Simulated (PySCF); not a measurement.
# Core-level binding energies of ethylene glycol

Compound: ethylene glycol, C2H6O2.
Numbering: `[OH:1][CH2:2][CH2:3][OH:4]`

Level of theory: delta-SCF UKS SCAN, pcX-2 on the ionised atom, pcseg-1 elsewhere, spin-free X2C in PySCF. These are vertical core ionisation energies against the vacuum level, from separate self-consistent calculations with and without the core hole.

**Question.** Give the core binding energies atom by atom.

**Answer.** 
```json
{"atom(s)": "C2/C3", "bonded to": "O, C and 2 H", "level": "C 1s", "binding energy (eV)": "292.44", "count": "2"}
{"atom(s)": "O1/O4", "bonded to": "C and H", "level": "O 1s", "binding energy (eV)": "539.24", "count": "2"}
```

**Question.** Which photon energy gives electrons from O 1s of O1/O4 a kinetic energy of 50 eV, and what is their de Broglie wavelength?

**Answer.** hν = 539.24 + 50 = 589.24 eV, recoil neglected; λ = 12.264 Å/√(E/eV) = 1.73 Å.

**Question.** What is the longest wavelength that can ionise O 1s of O1/O4 vertically?

**Answer.** λ = hc/E = 12398.42 eV Å / 539.24 eV = 22.992 Å.

Topologically equivalent atoms share the value of their first member; where this conformer doesn't relate them by symmetry, their own values could differ. Geometry: PBE0-D3(BJ)/def2-SVP, one conformer, isolated molecule.

Conformer computed: `[OH:1][CH2:2][CH2:3][OH:4]`: O1–C2–C3–O4 58°, H–O1–C2–C3 -165°, H–O4–C3–C2 -47°.
